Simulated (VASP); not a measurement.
From VASP inputs to Ansatz: LiH (strained rocksalt)

INCAR

```
ENCUT = 520
ALGO = Normal
PREC = Accurate
IBRION = -1
NELM = 120
EDIFF = 1E-7
METAGGA = R2SCAN
LASPH = .TRUE.
LREAL = .FALSE.
NSW = 0
LCHARG = .FALSE.
ISMEAR = 0
ISIF = 2
SIGMA = 0.01
LWAVE = .FALSE.
NBANDS = 9
```

KPOINTS

```
KPOINTS created by Atomic Simulation Environment
0
Gamma
10 10 10
0 0 0
```

KPOINTS_OPT

```
special points
8
Reciprocal
0.0000000000 0.0000000000 0.0000000000 1
0.5000000000 0.0000000000 0.5000000000 1
0.6250000000 0.2500000000 0.6250000000 1
0.3750000000 0.3750000000 0.7500000000 1
0.5000000000 0.5000000000 0.5000000000 1
0.5000000000 0.2500000000 0.7500000000 1
-0.0013020000 0.4986980000 -0.5000000000 1
0.5000000000 0.5000000000 0.0000000000 1
```

POSCAR

```
Li H
 1.0000000000000000
     0.0050074871000000    2.0029948411000000    2.0029948411000000
     2.0029948411000000    0.0050074871000000    2.0029948411000000
     2.0080023281999999    2.0080023281999999    0.0000000000000000
 Li  H
   1   1
Cartesian
  0.0000000000000000  0.0000000000000000  0.0000000000000000
  2.0080023281999999  2.0080023281999999  2.0029948411000000
```

VASP ran with the recommended PBE PAW datasets (4 valence electrons in the cell).

Question: Translate these files to an Ansatz input.

Answer: 

```yaml
crystal:
  lattice:
    - [0.0050074871, 2.0029948411, 2.0029948411]
    - [2.0029948411, 0.0050074871, 2.0029948411]
    - [2.0080023282, 2.0080023282, 0.0]
  atoms:
    - { symbol: Li, position: [0.0, 0.0, 0.0] }
    - { symbol: H, position: [0.5, 0.5, 0.5] }
kpoints:
  mp_grid: { grid: [10, 10, 10] }
  band_path:
    path:
      - [0.0, 0.0, 0.0]
      - [0.5, 0.0, 0.5]
      - [0.625, 0.25, 0.625]
      - [0.375, 0.375, 0.75]
      - [0.5, 0.5, 0.5]
      - [0.5, 0.25, 0.75]
      - [-0.001302, 0.498698, -0.5]
      - [0.5, 0.5, 0.0]
    npoints: 1
hamiltonian:
  xc: r2scan
scf:
  occupations: { method: fixed }
  n_extra_bands: 4
output:
  forces: true
  stress: true
  eigenvalues: true
```

Other inputs would serve too.

|  | VASP | Ansatz |
| --- | --- | --- |
| gap between bands v and c | 3.58 eV | 3.63 eV |
| least direct gap | 3.58 eV | 3.63 eV |
| pressure | -0.5 GPa | 0.0 GPa |

Each program uses its own PAW datasets. VASP's cell holds 4 valence electrons and Ansatz's 4. Ansatz's stress includes a Pulay correction; VASP's doesn't.
